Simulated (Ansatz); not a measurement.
**Two Ansatz runs on Zn**

The cell is COD entry 9008522, as deposited and not checked against the literature; nothing was relaxed. The listed cell was then made from it by scaling, straining or moving an atom.

First run: DFT, PBE, PAW with Ansatz's default frozen-core files, scalar-relativistic (Ansatz 0.2.0).

Command: `ansatz run input.yaml --threads 1 --pin off --max-ram 2048MiB --backend cpu --events-out ev --progress --plain --runs-dir out` The run took 5.1 s on 1 thread of Arm Neoverse V1, on a shared host, peak memory 0.36 GiB.

```yaml
crystal:
  lattice:
    - [2.6914460337, 0.0, 0.0]
    - [-1.3457230169, 2.3308606381, 0.0]
    - [0.0, 0.0, 4.9467]
  atoms:
    - { symbol: Zn, position: [0.3333333333, 0.6666666667, 0.25] }
    - { symbol: Zn, position: [0.6666666667, 0.3333333333, 0.75] }
kpoints:
  mp_grid: { grid: [16, 16, 8] }
scf:
  occupations: { method: fermi_dirac, width: 0.03 }
hamiltonian:
  xc: pbe
  pseudopotentials: { kind: paw }
output:
  forces: true
  stress: true
  eigenvalues: true
  efg: { contact_densities: true }
```

Result: converged; pressure -1.98 GPa; no gap on the k mesh; 6 SCF iterations.

A second input differs as follows:

```diff
@@ -11,7 +11,9 @@
 scf:
   occupations: { method: fermi_dirac, width: 0.03 }
+  max_iter: 80
 hamiltonian:
   xc: pbe
   pseudopotentials: { kind: paw }
+  hubbard: { sites: [{ species: Zn, l: f, u_eff: 30.0 }] }
 output:
   forces: true
```

Problem. What is wrong with it, and what does the program do?

Solution. The fault is a U on a shell that isn't there. The run refused before any iteration. The log ends:
```
Error: inconsistent input (hamiltonian.hubbard.sites[].l, hamiltonian.hubbard.sites[].shell): the file of Zn doesn't list 4f, and it can't be added: PBE doesn't bind the shell 4f of the free atom, whose level lies at +1.11 eV. Type an atom or ion with it (hamiltonian.pseudopotentials.projection_atoms), take another file or name another shell
```
